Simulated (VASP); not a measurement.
# MgB2 (P6/mmm) in VASP: settings compared

Aim: see how the results for MgB2 move with the level of theory and the settings. Levels: PBE, rSCAN+D3(BJ). Tasks: elastic constants, Wannier functions by SCDM, density of states.

Program: VASP 6.6.1. These are calculated values, not measurements. Logs are shortened: lines on timing, memory, paths and dates and some standing lists are left out, and cuts for length are marked.

### Step 1. The structure

The structure is hexagonal, space group P6/mmm (No. 191). Conventional cell: a = 3.085 Å, b = 3.085 Å, c = 3.523 Å, α = 90.00°, β = 90.00°, γ = 120.00°. Mg (site symmetry 6/mmm) has 12 B at 2.51 Å as nearest neighbours. Around B (site symmetry -6m2) lie 3 B at 1.78 Å.

### Step 2. Elastic constants, PBE

POSCAR reads:

```
MgB2
1.0
    3.0850000000      0.0000000000      0.0000000000
   -1.5425000000      2.6716883707      0.0000000000
    0.0000000000      0.0000000000      3.5230000000
Mg B
1 2
Direct
    0.0000000000      0.0000000000      0.0000000000
    0.6666666667      0.3333333333      0.5000000000
    0.3333333333      0.6666666667      0.5000000000
```

INCAR.step1 reads:

```
SYSTEM = MgB2
PREC = Accurate
ENCUT = 600
EDIFF = 1E-8
ISMEAR = 0
SIGMA = 0.02
LREAL = .False.
LASPH = .True.
NELM = 100
ALGO = Fast
ISIF = 3
LWAVE = .False.
LCHARG = .False.
GGA = PE
IBRION = 2
NSW = 40
EDIFFG = -0.002
```

INCAR.step2 reads:

```
SYSTEM = MgB2
PREC = Accurate
ENCUT = 600
EDIFF = 1E-8
ISMEAR = 0
SIGMA = 0.02
LREAL = .False.
LASPH = .True.
NELM = 100
ALGO = Fast
ISIF = 3
LWAVE = .False.
LCHARG = .False.
GGA = PE
IBRION = 6
NFREE = 2
POTIM = 0.015
NSW = 1
```

KPOINTS reads:

```
regular mesh
0
Gamma
  7 7 6
  0 0 0
```

Potentials or basis: VASP PAW PBE potentials, release 64 (Mg, B).

The run is started by

```
$ cat potpaw_PBE.64/Mg/POTCAR potpaw_PBE.64/B/POTCAR > POTCAR
$ cp INCAR.step1 INCAR
$ mpirun -np 1 vasp_std > vasp.out
$ cp CONTCAR POSCAR
$ cp INCAR.step2 INCAR
$ mpirun -np 1 vasp_std > vasp.out
```

OUTCAR:

```text
SYSTEM = MgB2
   PREC = Accurate
   ENCUT = 600
   EDIFF = 1E-8
   ISMEAR = 0
   LREAL = .False.
   LASPH = .True.
   NELM = 100
   ISIF = 3
   GGA = PE
   IBRION = 6
   NFREE = 2
   POTIM = 0.015
   NSW = 1

 ion  position               nearest neighbor table
   1  0.000  0.000  0.000-   2 2.50   3 2.50   2 2.50   3 2.50   2 2.50   2 2.50   3 2.50   3 2.50
                             2 2.50   2 2.50   3 2.50   3 2.50
   2  0.667  0.333  0.500-   3 1.77   3 1.77   3 1.77   1 2.50   1 2.50   1 2.50   1 2.50   1 2.50
                             1 2.50
   3  0.333  0.667  0.500-   2 1.77   2 1.77   2 1.77   1 2.50   1 2.50   1 2.50   1 2.50   1 2.50
                             1 2.50

  LATTYP: Found a hexagonal cell.
 ALAT       =     3.0679164629
 C/A-ratio  =     1.1525997911

  Lattice vectors:

 A1 = (   3.0679164629,   0.0000000000,   0.0000000000)
 A2 = (  -1.5339582314,   2.6568935936,   0.0000000000)
 A3 = (   0.0000000000,   0.0000000000,   3.5360798742)

Analysis of symmetry for initial positions (statically):
=====================================================================
 Subroutine PRICEL returns:
 Original cell was already a primitive cell.

 Routine SETGRP: Setting up the symmetry group for a
 hexagonal supercell.

 Subroutine GETGRP returns: Found 24 space group operations
 (whereof 24 operations were pure point group operations)
 out of a pool of 24 trial point group operations.

The static configuration has the point symmetry D_6h.

Analysis of symmetry for dynamics (positions and initial velocities):
=====================================================================
 Subroutine PRICEL returns:
 Original cell was already a primitive cell.

 Routine SETGRP: Setting up the symmetry group for a
 hexagonal supercell.

 Subroutine GETGRP returns: Found 24 space group operations
 (whereof 24 operations were pure point group operations)
 out of a pool of 24 trial point group operations.

The dynamic configuration has the point symmetry D_6h.

 Subroutine INISYM returns: Found 24 space group operations
 (whereof 24 operations are pure point group operations),
 and found     1 'primitive' translations

----------------------------------------------------------------------------------------

                                     Primitive cell

  volume of cell :      28.8230

  direct lattice vectors                    reciprocal lattice vectors
     3.067916463  0.000000000  0.000000000     0.325954116  0.188189697  0.000000000
    -1.533958231  2.656893594  0.000000000     0.000000000  0.376379394  0.000000000
     0.000000000  0.000000000  3.536079874     0.000000000  0.000000000  0.282799042

  length of vectors
     3.067916463  3.067916463  3.536079874     0.376379394  0.376379394  0.282799042

  position of ions in fractional coordinates (direct lattice)
     0.000000000  0.000000000  0.000000000
     0.666666667  0.333333333  0.500000000
     0.333333333  0.666666667  0.500000000

  ion indices of the primitive-cell ions
   primitive index   ion index
                 1           1
                 2           2
                 3           3

----------------------------------------------------------------------------------------

 KPOINTS: regular mesh

Automatic generation of k-mesh.
 Grid dimensions read from file:
[... 121 lines left out ...]
  FORCE on cell =-STRESS in cart. coord.  units (eV):
  Direction    XX          YY          ZZ          XY          YZ          ZX
  --------------------------------------------------------------------------------------
  -------------------------------------------------------------------------------------
  Total        0.0012391      0.0012391     -0.0000449      0.0000000      0.0000000      0.0000000
  in kB        0.0688749      0.0688749     -0.0024953      0.0000000      0.0000000      0.0000000
  external PRESSURE =       0.0450848 kB  Pullay stress =       0.0000000 kB
[... 92 lines left out ...]
  FREE ENERGIE OF THE ION-ELECTRON SYSTEM (eV)
  ---------------------------------------------------
  free  energy   TOTEN  =       -15.3209468943 eV

  energy  without entropy=      -15.3208178025  energy(sigma->0) =      -15.32088235

[... ionic steps 4 to 18 ...]

--------------------------------------- Ionic step       19  -------------------------------------------

 number of electron       8.0000000 magnetization

------------------------ aborting loop because EDIFF is reached ----------------------------------------
[... 69 lines left out ...]
--------------------------------------- Ionic step       21  -------------------------------------------

 number of electron       8.0000000 magnetization

 Free energy of the ion-electron system (eV)
  ---------------------------------------------------
  ext. energy  EPLUGINS =         0.00000000
  ---------------------------------------------------
  free energy    TOTEN  =       -15.32989884 eV

  energy without entropy =      -15.32989881  energy(sigma->0) =      -15.32989882

 E-fermi :   5.1366     XC(G=0): -10.9405

 val. band max:        5.0727856839   @ k =   0.4286  -0.0000   0.0000
 cond. band min:       5.2002909495   @ k =   0.1429  -0.0000   0.3333
 fundamental gap:      0.1275052657
 Fermi energy:         5.1365631704

 k-point     1 :       0.0000    0.0000    0.0000
  band No.  band energies     occupation
      1      -7.1720      2.00000
      2       2.2621      2.00000
      3       5.6825      0.00000
      4       5.6825      0.00000
      5       6.8488      0.00000
      6      11.7070      0.00000
      7      11.7070      0.00000
      8      13.6104      0.00000
[... 243 lines left out ...]
 k-point    24 :       0.2857    0.2857    0.3333
  band No.  band energies     occupation
      1      -2.4494      2.00000
      2      -0.5792      2.00000
      3       0.4207      2.00000
      4       3.0265      2.00000
      5       5.0705      2.00000
      6      10.0697      0.00000
      7      15.2387      0.00000
      8      15.7842      0.00000

 [... further k-points ...]

------------------------ aborting loop because EDIFF is reached ----------------------------------------

  FORCE on cell =-STRESS in cart. coord.  units (eV):
  Direction    XX          YY          ZZ          XY          YZ          ZX
  --------------------------------------------------------------------------------------
  -------------------------------------------------------------------------------------
  Total        0.0029119      0.0029119     -0.0001412      0.0000000      0.0000000      0.0000000
  in kB        0.1618608      0.1618608     -0.0078463      0.0000000      0.0000000      0.0000000
  external PRESSURE =       0.1052918 kB  Pullay stress =       0.0000000 kB
[... 18 lines left out ...]
  FREE ENERGIE OF THE ION-ELECTRON SYSTEM (eV)
  ---------------------------------------------------
  free  energy   TOTEN  =       -15.3298988399 eV

  energy  without entropy=      -15.3298988057  energy(sigma->0) =      -15.32989882

 INTERNAL STRAIN TENSORS FROM STRAINED CELLS
 ============================================

 INTERNAL STRAIN TENSOR FOR ION    1 for displacements in x,y,z  (eV/Angst):
          X           Y           Z          XY          YZ          ZX
  --------------------------------------------------------------------------------
  x     0.00000     0.00000    -0.00000     0.00000     0.00000    -0.00000
  y     0.00000     0.00000    -0.00000     0.00000     0.00000    -0.00000
  z     0.00000     0.00000    -0.00000     0.00000     0.00000     0.00000

 INTERNAL STRAIN TENSORS FROM DISPLACED ATOMS
 ============================================

 INTERNAL STRAIN TENSOR FOR ION    1 for displacements in x,y,z  (eV/Angst):
          X           Y           Z          XY          YZ          ZX
  --------------------------------------------------------------------------------
  x     0.00000     0.00000     0.00000     0.00000     0.00000     0.00000
  y     0.00000     0.00000     0.00000     0.00000     0.00000     0.00000
  z     0.00000     0.00000     0.00000     0.00000     0.00000     0.00000

 INTERNAL STRAIN TENSOR FOR ION    3 for displacements in x,y,z  (eV/Angst):
          X           Y           Z          XY          YZ          ZX
  --------------------------------------------------------------------------------
  x    -0.00000    -0.00000     0.00000    -1.22092     0.00000     0.00000
  y    -1.22092     1.22092     0.00000     0.00000     0.00000     0.00000
  z     0.00000     0.00000     0.00000     0.00000     0.00000     0.00000

 Eigenvectors and eigenvalues of the dynamical matrix
 ----------------------------------------------------

   1 f  =   21.441128 THz   134.718583 2PiTHz  715.199059 cm-1    88.673342 meV
             X         Y         Z           dx          dy          dz
      0.000000  0.000000  0.000000    -0.000000    0.000000   -0.000000
      1.533958  0.885631  1.768040    -0.000004   -0.707107   -0.000000
     -0.000000  1.771262  1.768040     0.000004    0.707107    0.000000
[... 43 lines left out ...]
   9 f/i=    0.002765 THz     0.017371 2PiTHz    0.092221 cm-1     0.011434 meV
             X         Y         Z           dx          dy          dz
      0.000000  0.000000  0.000000    -0.000000   -0.000000   -0.727312
      1.533958  0.885631  1.768040    -0.000000   -0.000000   -0.485292
     -0.000000  1.771262  1.768040    -0.000000   -0.000000   -0.485292

--------------------------------------------------------------------------------------------------------

 ELASTIC MODULI CONTR FROM IONIC RELAXATION (kBar)
 Direction    XX          YY          ZZ          XY          YZ          ZX
 --------------------------------------------------------------------------------
 XX          -8.1492      8.1492      0.0000      0.0000      0.0000     -0.0000
 YY           8.1492     -8.1492      0.0000     -0.0000      0.0000      0.0000
 ZZ           0.0000      0.0000      0.0000      0.0000      0.0000      0.0000
 XY           0.0000     -0.0000      0.0000     -8.1492      0.0000     -0.0000
 YZ           0.0000      0.0000      0.0000      0.0000      0.0000      0.0000
 ZX          -0.0000      0.0000      0.0000     -0.0000      0.0000     -0.0000
 --------------------------------------------------------------------------------

 TOTAL ELASTIC MODULI (kBar)
 Direction    XX          YY          ZZ          XY          YZ          ZX
 --------------------------------------------------------------------------------
 XX        4456.6082    384.7772    365.8420      0.0000     -0.0000     -0.0000
 YY         384.7772   4456.6082    365.8420     -0.0000      0.0000      0.0000
 ZZ         365.8420    365.8420   2677.6941      0.0000      0.0000      0.0000
 XY           0.0000     -0.0000      0.0000   2035.9155      0.0000      0.0000
 YZ          -0.0000      0.0000      0.0000      0.0000    791.0869      0.0000
 ZX          -0.0000      0.0000      0.0000      0.0000      0.0000    791.0869
 --------------------------------------------------------------------------------
```

It took 3.3 min on 1 thread of Intel Xeon 6975P-C (Granite Rapids), shared host; peak memory 0.22 GiB.

What came out:

```yaml
Relaxed_volume: 9.61 Å³/atom
Relaxed_cell: a = 3.068 Å, b = 3.068 Å, c = 3.536 Å, α = 90.00°, β = 90.00°, γ = 120.00°
Space_group_after_relaxing_to_0.05_Å: P6/mmm (No. 191)
Voigt_bulk_modulus: 154 GPa
Highest_phonon_frequency_at_Γ_LO-TO_splitting_left_out: 715 cm⁻¹
```

The path:
| step | energy change (eV) | largest force (eV/Å) | pressure (GPa) | volume (Å³) |
| --- | --- | --- | --- | --- |
| 1 | 0.0000 | 0.0000 | -1.49 | 29.04 |
| 2 | -0.0027 | 0.0000 | 0.90 | 28.66 |
| 3 | -0.0030 | 0.0000 | 0.34 | 28.74 |
| 4 | -0.0030 | 0.0000 | 0.30 | 28.75 |
| 5 | -0.0031 | 0.0000 | 0.08 | 28.81 |
| 6 | -0.0031 | 0.0000 | 0.06 | 28.81 |
| 7 | -0.0031 | 0.0000 | -0.03 | 28.83 |
| 8 | -0.0031 | 0.0000 | 0.00 | 28.82 |

Final structure:
```yaml
crystal:
  lattice:
    - [3.06792, 0.00000, 0.00000]
    - [-1.53396, 2.65689, 0.00000]
    - [0.00000, 0.00000, 3.53608]
  atoms:
    - { symbol: Mg, position: [0.00000, 0.00000, 0.00000] }
    - { symbol: B, position: [0.66667, 0.33333, 0.50000] }
    - { symbol: B, position: [0.33333, 0.66667, 0.50000] }
```

Phonon frequencies in cm⁻¹ (negative: imaginary):
```
              q point                    frequencies
(0.000, 0.000, 0.000)  0 0 0 329 329 407 673 715 715
```

Elastic tensor in Voigt notation (GPa, in the Cartesian axes of the cell as first typed):
```
446  38  37   0   0   0
 38 446  37   0   0   0
 37  37 268   0   0   0
  0   0   0  79   0   0
  0   0   0   0  79   0
  0   0   0   0   0 204
```

Clamped-ion elastic tensor (GPa):
```
446  38  37   0   0   0
 38 446  37   0   0   0
 37  37 268   0   0   0
  0   0   0  79   0   0
  0   0   0   0  79   0
  0   0   0   0   0 204
```

(Part 1 of 3 ends here.)
